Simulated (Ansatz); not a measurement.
# MnSb (P6_3/mmc) in Ansatz: further runs

The runs below take MnSb through single point, equation of state, with PBE.

Program: Ansatz 0.2.0. These are calculated values, not measurements. Logs are shortened: lines on timing, memory, paths and dates and some standing lists are left out, and cuts for length are marked.

## Step 1: The structure

The structure is hexagonal, space group P6_3/mmc (No. 194). Conventional cell: a = 4.150 Å, b = 4.150 Å, c = 5.780 Å, α = 90.00°, β = 90.00°, γ = 120.00°. Sb (site symmetry -6m2) has 6 Mn at 2.80 Å as nearest neighbours. Around Mn (site symmetry -3m) lie 6 Sb at 2.80 Å and 2 Mn at 2.89 Å.

## Step 2: Single point, PBE, collinear spin, ferromagnetic start, 20.26 Å³/atom (volume scaled by 0.94)

Input file input.yaml:

```yaml
crystal:
  lattice:
    - [4.0652823512, 0.0, 0.0]
    - [-2.0326411756, 3.5206377897, 0.0]
    - [0.0, 0.0, 5.6620077084]
  atoms:
    - { symbol: Sb, position: [0.6666666667, 0.3333333333, 0.75] }
    - { symbol: Sb, position: [0.3333333333, 0.6666666667, 0.25] }
    - { symbol: Mn, position: [0.0, 0.0, 0.5], spin: 4.0 }
    - { symbol: Mn, position: [0.0, 0.0, 0.0], spin: 4.0 }
hamiltonian:
  xc: pbe
  pseudopotentials: { kind: nc, accuracy: standard }
magnetization:
  spin_polarized: true
kpoints:
  mp_grid: { grid: [7, 7, 5] }
scf:
  occupations: { method: fermi_dirac, width: 0.05 }
output:
  forces: true
  stress: true
  eigenvalues: true
  write_density: true
  write_potential: true
  elf: true
  volumetric_format: npy
```

Potentials or basis: PseudoDojo standard (PBE files).

Started as:

```bash
$ ansatz run input.yaml --threads 2 --pin off --max-ram 5120MiB --backend cpu --events-out ev --progress --plain --runs-dir out
```

Output:

```text
Warning: RAYON_NUM_THREADS=2 ignored (pool sized by the plan → 2); use --threads N
Engine: ansatz 0.2.0, aarch64-unknown-linux-gnu
Pseudopotentials: kind: nc
Pseudopotential: Sb, nc, valence charge 15, recommended cutoff 1088.45545 eV (normal), Sb.nc.azcp (PseudoDojo's, or run here from an input of PseudoDojo's; its table is named by hamiltonian.pseudopotentials.accuracy)
Pseudopotential: Mn, nc, valence charge 15, recommended cutoff 1306.14654 eV (normal), Mn.nc.azcp (PseudoDojo's, or run here from an input of PseudoDojo's; its table is named by hamiltonian.pseudopotentials.accuracy)
Functional definition: PBE
  parameter kappa = 0.804
  parameter beta = 0.06672455060314922
  exchange = pbe_x(kappa = kappa, mu = beta*pi^2/3)
  correlation = pbe_c(beta = beta)
Crystal: 4 atoms, lattice volume = 81.037 Å³
Basis set: ecut = 1306.14654 eV, 8655 PW (Γ), exchange–correlation on 96×96×144 points (8 copies of the dense FFT grid, shifted against one another)
Bands: 41, of which v1, the nominal top of the filled ones, is band 30 counted from 1 (29 counted from 0)
Symmetry: 24 space group operations
Space group: P63/mmc (ITA 194), of the structure as read, at distance tolerance 4.3e-5 Å
Magnetic group: BNS 194.263 (UNI 1493), of the structure as read, at distance tolerance 4.3e-5 Å
k-points: 24 of 245
Non-local potential: Sb, projectors of the file, l = 0: 2, l = 1: 2, l = 2: 2, l = 3: 2
Non-local potential: Mn, projectors of the file, l = 0: 2, l = 1: 2, l = 2: 2
Initial density: superposition of atomic densities (chi_scale 0.1, normalization cell)
Starting moments: Σ|m| = 8 μB on 2 of 4 sites
Initial wavefunctions: pseudopotential atomic-orbital guess
Functional: x = pbe(κ = 0.804, μ = 0.2195149727645171), c = pbe(β = 0.06672455060314922)
SCF iter   1: F=—  HF=-10877.011553 eV  |F-HF|=—  |Δ(HF+E_count)|=         —  Δρ=9.15e-2 (↑6.24e-2 ↓9.15e-2)  dr2=6.15e0  dr2_m=3.57e0  M=6.134 μB ∫|m|=6.775 μB  β_m=0.30  ethr=3.10e-3  ⟨swp⟩=6.4  Hψ=7430  notcnv=0  defer=3
preconditioner: auto → Kerker (q_TF=auto, 2.595 Å⁻¹)  [metal: Δε(μ)=0.061 eV  Ē_g=7.734 eV  σ=0.050 eV  W_gap=0.28  n_scr=22 (ndim 8)  ℏωp=20.2 eV  f_vac=0.000  D(μ)=2.27/eV (n_scr^D=22)]
spin=Collinear: Kerker preconditioning applied to the charge; magnetization (m = ρ↑ − ρ↓) channel mixes plain (no charge-response kernel on spin).
SCF iter   2: F=—  HF=-10876.516730 eV  |F-HF|=—  |Δ(HF+E_count)|=   4.95e-1  Δρ=5.45e-2 (↑5.45e-2 ↓4.78e-2)  dr2=7.73e-1  dr2_m=1.84e0  M=6.338 μB ∫|m|=7.028 μB  β_m=0.30  ethr=3.10e-3  ⟨swp⟩=2.2  Hψ=2932  notcnv=0  defer=142
spin-set hold released at iteration 2 (site moments show no strong build): the magnetisation degrees of freedom join the quasi-Newton model from the next iteration; the mixer history was kept
SCF iter   3: F=—  HF=-10876.557439 eV  |F-HF|=—  |Δ(HF+E_count)|=   4.07e-2  Δρ=4.02e-2 (↑4.02e-2 ↓3.25e-2)  dr2=3.55e-1  dr2_m=9.28e-1  M=6.380 μB ∫|m|=7.100 μB  β_m=0.09  ethr=1.29e-3  ⟨swp⟩=1.6  Hψ=2202  notcnv=0  defer=140
SCF iter   4: F=—  HF=-10876.584576 eV  |F-HF|=—  |Δ(HF+E_count)|=   2.71e-2  Δρ=2.87e-2 (↑2.87e-2 ↓2.29e-2)  dr2=1.87e-1  dr2_m=4.64e-1  M=6.404 μB ∫|m|=7.151 μB  β_m=0.48  ethr=5.92e-4  ⟨swp⟩=1.9  Hψ=2082  notcnv=0  defer=140
SCF iter   5: F=—  HF=-10876.625349 eV  |F-HF|=—  |Δ(HF+E_count)|=   4.08e-2  Δρ=3.03e-3 (↑2.13e-3 ↓3.03e-3)  dr2=1.01e-2  dr2_m=2.10e-3  M=6.457 μB ∫|m|=7.288 μB  β_m=0.74  ethr=3.12e-4  ⟨swp⟩=2.7  Hψ=3528  notcnv=0  defer=138
SCF iter   6: F=—  HF=-10876.627145 eV  |F-HF|=—  |Δ(HF+E_count)|=   1.80e-3  Δρ=1.13e-3 (↑8.06e-4 ↓1.13e-3)  dr2=2.89e-3  dr2_m=2.01e-4  M=6.481 μB ∫|m|=7.334 μB  β_m=0.87  ethr=1.69e-5  ⟨swp⟩=2.6  Hψ=3493  notcnv=0  defer=132
SCF iter   7: F=—  HF=-10876.627291 eV  |F-HF|=—  |Δ(HF+E_count)|=   1.46e-4  Δρ=3.50e-4 (↑3.50e-4 ↓2.55e-4)  dr2=3.65e-4  dr2_m=1.60e-5  M=6.486 μB ∫|m|=7.350 μB  β_m=0.94  ethr=4.82e-6  ⟨swp⟩=2.2  Hψ=2609  notcnv=0  defer=132
SCF iter   8: F=—  HF=-10876.627344 eV  |F-HF|=—  |Δ(HF+E_count)|=   5.34e-5  Δρ=1.30e-4 (↑6.15e-5 ↓1.30e-4)  dr2=1.79e-5  dr2_m=3.43e-6  M=6.488 μB ∫|m|=7.353 μB  β_m=0.97  ethr=6.08e-7  ⟨swp⟩=2.0  Hψ=2570  notcnv=0  defer=132
SCF iter   9: F=—  HF=-10876.627666 eV  |F-HF|=—  |Δ(HF+E_count)|=   3.22e-4  Δρ=3.88e-5 (↑3.47e-5 ↓3.88e-5)  dr2=9.10e-7  dr2_m=7.07e-7  M=6.488 μB ∫|m|=7.352 μB  β_m=0.98  ethr=2.99e-8  ⟨swp⟩=2.0  Hψ=2833  notcnv=0  defer=132
SCF iter  10: F=-10876.627667 eV  HF=-10876.627667 eV  |F-HF|=1.00e-8  |Δ(HF+E_count)|=   9.93e-7  Δρ=9.71e-6 (↑9.71e-6 ↓6.68e-6)  dr2=5.25e-8  dr2_m=2.53e-8  M=6.487 μB ∫|m|=7.351 μB  ethr=1.67e-10  ⟨swp⟩=13.8  Hψ=14486  notcnv=0
SCF 1 converged in 10 iterations: F = -10876.627667 eV  dr2 = 5.25e-8
SCF converged after 10 iterations
Magnetization: 6.4874 μB (33.2437 up, 26.7563 down)
Absolute magnetization: 7.3510 μB (∫|ρ↑−ρ↓|)
Spin contamination: 0.3139 ħ² per cell (⟨S²⟩ above its minimum at these occupations)
Per-site moments (μB) at R_I (Å): [(-0.11714216391327548, 1.1306177203613552), (-0.11714216391327584, 1.1306177203613552), (3.317355917545264, 1.1306177203613552), (3.3173559175452634, 1.1306177203613552)]
Free energy (F): -10876.627667 eV
Harris-Foulkes:  -10876.627667 eV  (|F-HF|=1.00e-8)
Internal energy: -10876.609484 eV  (E = F + TS)
E sigma→0 (E₀):  -10876.618576 eV
Entropy (-TS):   -0.018183 eV (-4.546 meV/atom)
Fermi energy:    13.451841 eV
--- Per-component energies (eV) ---
  E_band       = -762.116066
  E_kinetic    = 5542.755041
  E_local      = -7333.751796  (includes V_loc(G=0)·N_el)
  E_nonlocal   = -3014.167636
  E_hartree    = 2841.995676
  E_xc         = -2234.931712
  E_vxc        = -1640.944653  (∫ρ·V_xc dr)
  E_ewald      = -6678.509056
  E_smearing   = -0.018183  (= −TS)
  E_closure    = -0.000000  (closes the sum)
  Σ components = -10876.627667   (vs F -10876.627667, Δ=0.00e0)
--- Forces (eV/Å), atoms counted from 1 ---
  atom   1  Sb    -0.00000000     0.00000000     0.00000000
  atom   2  Sb     0.00000000    -0.00000000     0.00000000
  atom   3  Mn     0.00000000    -0.00000000     0.00000000
  atom   4  Mn    -0.00000000    -0.00000000     0.00000000
  max |Σ_I F_I| component: 3.68e-30 eV/Å
--- Stress (GPa, compression-positive) ---
        1.451317      -0.000000       0.000000
       -0.000000       1.451317       0.000000
        0.000000       0.000000       0.101301
  P = ⅓ Tr σ = 1.0013 GPa (10.013 kbar)
--- Band table (eV; the first three rows and the last of 48) ---
  k-point 0 ↑: bands = ["-67.5012", "-67.4920", "-36.4703", "-36.4703", "-36.4605", "-36.4605", "-36.2280", "-36.1266", "-15.5587", "-15.5587", "-15.5307", "-15.5298", "-15.5298", "-15.5282", "-15.5260", "-15.5260", "-15.5241", "-15.5241", "1.4810", "4.7500", "7.5012", "9.3462", "9.3462", "10.0630", "10.3858", "10.3858", "10.7140", "10.7140", "11.5402", "11.5402", "13.0303", "13.9843", "13.9843", "15.8969", "15.8969", "16.2516", "16.5610", "18.4016", "19.2424", "19.2424", "20.9425"]
  k-point 1 ↑: bands = ["-67.5003", "-67.4929", "-36.4694", "-36.4694", "-36.4614", "-36.4614", "-36.2184", "-36.1363", "-15.5565", "-15.5565", "-15.5348", "-15.5348", "-15.5304", "-15.5284", "-15.5236", "-15.5236", "-15.5236", "-15.5236", "1.6603", "4.0785", "8.3621", "9.4565", "9.4565", "10.1623", "10.4579", "10.4579", "10.5738", "10.5738", "11.3226", "11.3226", "12.8477", "14.3301", "14.3301", "15.2273", "15.8329", "15.8329", "16.8898", "18.8280", "19.0760", "19.0760", "20.1921"]
  k-point 2 ↑: bands = ["-67.4980", "-67.4952", "-36.4669", "-36.4669", "-36.4639", "-36.4639", "-36.1931", "-36.1618", "-15.5508", "-15.5508", "-15.5428", "-15.5428", "-15.5297", "-15.5289", "-15.5227", "-15.5227", "-15.5223", "-15.5223", "2.1894", "3.0340", "9.7473", "9.7664", "9.7664", "10.1971", "10.1971", "10.2987", "10.6599", "10.6599", "10.9598", "10.9598", "12.6990", "13.5821", "15.0114", "15.0114", "15.5697", "15.5697", "17.7430", "18.7496", "18.9448", "18.9448", "19.2953"]
  k-point 23 ↓: bands = ["-64.2137", "-64.2105", "-32.9233", "-32.9228", "-32.9196", "-32.9191", "-32.8441", "-32.8075", "-15.5793", "-15.5787", "-15.5772", "-15.5664", "-15.5546", "-15.5532", "-15.5496", "-15.5493", "-15.5478", "-15.5458", "3.9144", "4.1094", "8.5222", "8.5992", "9.3118", "9.9460", "11.9454", "12.0232", "13.6186", "13.9406", "14.1737", "14.2148", "14.4652", "14.4815", "14.9119", "15.0414", "17.0161", "17.5954", "19.6703", "19.8637", "20.6521", "20.8077", "21.5729"]
```

It took 25 s on 2 threads of Arm Neoverse V2, shared host; peak memory 0.91 GiB.

Results:

```yaml
Free_energy: -10876.6277 eV
Pressure: 1.0 GPa
Band_gap_on_the_k_mesh: none (metal or under the smearing width)
Net_moment: 6.49 μB per cell
Absolute_moment: 7.35 μB per cell
Site_moments: Sb -0.12; Mn +3.32 μB
```

Caveat: only a ferromagnetic start was run, and an antiferromagnetic order may lie lower in energy.

## Step 3: Single point, PBE, collinear spin, ferromagnetic start, 20.69 Å³/atom (volume scaled by 0.96)

Edit input.yaml of step 2 so:

```diff
@@ -2,5 +2,5 @@
   lattice:
-    - [4.0652823512, 0.0, 0.0]
-    - [-2.0326411756, 3.5206377897, 0.0]
-    - [0.0, 0.0, 5.6620077084]
+    - [4.0939120434, 0.0, 0.0]
+    - [-2.0469560217, 3.5454318304, 0.0]
+    - [0.0, 0.0, 5.7018823159]
   atoms:
@@ -23,5 +23 @@
   eigenvalues: true
-  write_density: true
-  write_potential: true
-  elf: true
-  volumetric_format: npy
```

Potentials or basis: PseudoDojo standard (PBE files).

Started as:

```bash
$ ansatz run input.yaml --threads 2 --pin off --max-ram 5120MiB --backend cpu --events-out ev --progress --plain --runs-dir out
```

Run time: 19 s. Hardware: 2 threads of Arm Neoverse V2, shared host; peak memory 0.94 GiB.

Results (log left out):

```
Free energy            : -10876.6317 eV
Pressure               : -0.2 GPa
Band gap on the k mesh : none (metal or under the smearing width)
Net moment             : 6.62 μB per cell
Absolute moment        : 7.50 μB per cell
Site moments           : Sb -0.12; Mn +3.39 μB
```

Caveat: only a ferromagnetic start was run, and an antiferromagnetic order may lie lower in energy.

## Step 4: Single point, PBE, collinear spin, ferromagnetic start, 21.12 Å³/atom (volume scaled by 0.98)

Edit input.yaml of step 3 so:

```diff
@@ -2,5 +2,5 @@
   lattice:
-    - [4.0939120434, 0.0, 0.0]
-    - [-2.0469560217, 3.5454318304, 0.0]
-    - [0.0, 0.0, 5.7018823159]
+    - [4.1221468118, 0.0, 0.0]
+    - [-2.0610734059, 3.5698838571, 0.0]
+    - [0.0, 0.0, 5.7412068848]
   atoms:
```

Started as:

```bash
$ ansatz run input.yaml --threads 2 --pin off --max-ram 5120MiB --backend cpu --events-out ev --progress --plain --runs-dir out
```

Run time: 19 s. Hardware: 2 threads of Arm Neoverse V2, shared host; peak memory 0.95 GiB.

It converged, with:

| Property | Result |
| --- | --- |
| Free energy | -10876.6231 eV |
| Pressure | -1.3 GPa |
| Band gap on the k mesh | none (metal or under the smearing width) |
| Net moment | 6.74 μB per cell |
| Absolute moment | 7.64 μB per cell |
| Site moments | Sb -0.13; Mn +3.46 μB |

Caveat: only a ferromagnetic start was run, and an antiferromagnetic order may lie lower in energy.

## Step 5: Single point, PBE, collinear spin, ferromagnetic start, 21.55 Å³/atom

Edit input.yaml of step 4 so:

```diff
@@ -2,5 +2,5 @@
   lattice:
-    - [4.1221468118, 0.0, 0.0]
-    - [-2.0610734059, 3.5698838571, 0.0]
-    - [0.0, 0.0, 5.7412068848]
+    - [4.15, 0.0, 0.0]
+    - [-2.075, 3.5940054257, 0.0]
+    - [0.0, 0.0, 5.78]
   atoms:
@@ -23 +23,5 @@
   eigenvalues: true
+  write_density: true
+  write_potential: true
+  elf: true
+  volumetric_format: npy
```

Started as:

```bash
$ ansatz run input.yaml --threads 2 --pin off --max-ram 5120MiB --backend cpu --events-out ev --progress --plain --runs-dir out
```

Run time: 26 s. Hardware: 2 threads of Arm Neoverse V2, shared host; peak memory 0.95 GiB.

It converged, with:

| Quantity | Value |
| --- | --- |
| Free energy | -10876.6037 eV |
| Pressure | -2.3 GPa |
| Band gap on the k mesh | none (metal or under the smearing width) |
| Net moment | 6.87 μB per cell |
| Absolute moment | 7.79 μB per cell |
| Site moments | Sb -0.13; Mn +3.52 μB |

Caveat: only a ferromagnetic start was run, and an antiferromagnetic order may lie lower in energy.

## Step 6: Single point, PBE, collinear spin, ferromagnetic start, 21.98 Å³/atom (volume scaled by 1.02)

Edit input.yaml of step 5 so:

```diff
@@ -2,5 +2,5 @@
   lattice:
-    - [4.15, 0.0, 0.0]
-    - [-2.075, 3.5940054257, 0.0]
-    - [0.0, 0.0, 5.78]
+    - [4.1774842447, 0.0, 0.0]
+    - [-2.0887421223, 3.6178074798, 0.0]
+    - [0.0, 0.0, 5.8182792613]
   atoms:
@@ -23,5 +23 @@
   eigenvalues: true
-  write_density: true
-  write_potential: true
-  elf: true
-  volumetric_format: npy
```

Potentials or basis: PseudoDojo standard (PBE files).

Started as:

```bash
$ ansatz run input.yaml --threads 2 --pin off --max-ram 5120MiB --backend cpu --events-out ev --progress --plain --runs-dir out
```

It took 20 s on 2 threads of Arm Neoverse V2, shared host; peak memory 0.97 GiB.

It converged, with:

```yaml
Free_energy: -10876.5748 eV
Pressure: -3.1 GPa
Band_gap_on_the_k_mesh: none (metal or under the smearing width)
Net_moment: 6.99 μB per cell
Absolute_moment: 7.92 μB per cell
Site_moments: Sb -0.13; Mn +3.59 μB
```

Caveat: only a ferromagnetic start was run, and an antiferromagnetic order may lie lower in energy.

## Step 7: Single point, PBE, collinear spin, ferromagnetic start, 22.41 Å³/atom (volume scaled by 1.04)

Edit input.yaml of step 6 so:

```diff
@@ -2,5 +2,5 @@
   lattice:
-    - [4.1774842447, 0.0, 0.0]
-    - [-2.0887421223, 3.6178074798, 0.0]
-    - [0.0, 0.0, 5.8182792613]
+    - [4.2046115259, 0.0, 0.0]
+    - [-2.1023057629, 3.6413003944, 0.0]
+    - [0.0, 0.0, 5.8560613541]
   atoms:
@@ -23 +23,5 @@
   eigenvalues: true
+  write_density: true
+  write_potential: true
+  elf: true
+  volumetric_format: npy
```

Started as:

```bash
$ ansatz run input.yaml --threads 2 --pin off --max-ram 5120MiB --backend cpu --events-out ev --progress --plain --runs-dir out
```

It took 26 s on 2 threads of Arm Neoverse V2, shared host; peak memory 0.97 GiB.

Results (log left out):

```yaml
Free_energy: -10876.5372 eV
Pressure: -3.9 GPa
Band_gap_on_the_k_mesh: none (metal or under the smearing width)
Net_moment: 7.10 μB per cell
Absolute_moment: 8.05 μB per cell
Site_moments: Sb -0.14; Mn +3.65 μB
```

Caveat: only a ferromagnetic start was run, and an antiferromagnetic order may lie lower in energy.

## Step 8: Single point, PBE, collinear spin, ferromagnetic start, 22.85 Å³/atom (volume scaled by 1.06)

Edit input.yaml of step 7 so:

```diff
@@ -2,5 +2,5 @@
   lattice:
-    - [4.2046115259, 0.0, 0.0]
-    - [-2.1023057629, 3.6413003944, 0.0]
-    - [0.0, 0.0, 5.8560613541]
+    - [4.2313932131, 0.0, 0.0]
+    - [-2.1156966065, 3.6644940159, 0.0]
+    - [0.0, 0.0, 5.8933621136]
   atoms:
```

Started as:

```bash
$ ansatz run input.yaml --threads 2 --pin off --max-ram 5120MiB --backend cpu --events-out ev --progress --plain --runs-dir out
```

Wall time 25 s (2 threads of Arm Neoverse V2, shared host); peak memory 0.96 GiB.

The run converged. Its results:

| Quantity | Value |
| --- | --- |
| Free energy | -10876.4911 eV |
| Pressure | -4.7 GPa |
| Band gap on the k mesh | none (metal or under the smearing width) |
| Net moment | 7.19 μB per cell |
| Absolute moment | 8.16 μB per cell |
| Site moments | Sb -0.14; Mn +3.70 μB |

Caveat: only a ferromagnetic start was run, and an antiferromagnetic order may lie lower in energy.

## Step 9: Equation of state, PBE, collinear spin, ferromagnetic start

Potentials or basis: PseudoDojo standard.

This step only gathers the single runs of the series.

Results:

```
Equilibrium volume                        : 20.60 Å³/atom
Bulk modulus at fixed shape and positions : 55 GPa
Pressure derivative of the bulk modulus   : 4.1 (rough: it moves with the points fitted)
```

Energy against volume, from the lowest point:
| volume (Å³/atom) | energy (meV/atom) |
| --- | --- |
| 20.259 | 1.00 |
| 20.690 | 0.00 |
| 21.121 | 2.15 |
| 21.552 | 7.00 |
| 21.983 | 14.22 |
| 22.414 | 23.63 |
| 22.845 | 35.14 |

Caveat: the cell was scaled at fixed shape and fractional positions, which overstates the stiffness of a crystal with free parameters, most of all of layers and chains. Spin-orbit coupling is left out, which matters for the levels of Sb.
